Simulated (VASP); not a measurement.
Consider the following.

```xyz
2
Lattice="0.0000 3.0100 3.0100 3.0100 0.0000 3.0100 3.0100 3.0100 0.0000" Properties=species:S:1:pos:R:3 pbc="T T T"
Li     0.0000     0.0000     0.0000
I      3.0100     3.0100     3.0100
```

Level of theory: PBE GGA, VASP's PBE PAW potentials (set 64) (plane waves; VASP). Run with 520 eV cut-off, 8×8×8 Γ-centred mesh, Gaussian smearing of 0.010 eV, potentials Li_sv I.

Q: Give the electronic dielectric tensor ε∞ (DFPT, local fields included).

A: 
```
4.13  0.00  0.00
0.00  4.13  0.00
0.00  0.00  4.13
```

Q: Give the Born effective charges.

A: 
```tsv
atom	Z*xx	Z*yy	Z*zz	mean
Li1	1.32	1.32	1.32	1.32
I2	-1.32	-1.32	-1.32	-1.32
```

Q: And the static tensor with the ions free?

A: 
```
21.1  0.00  0.00
0.00  21.1  0.00
0.00  0.00  21.1
```

Q: Which frequencies do the optical Γ-point modes have (no LO-TO splitting)?

A: 119 (×3) cm⁻¹.

The compound is LiI in the rock salt structure. The cell was not relaxed at this level.
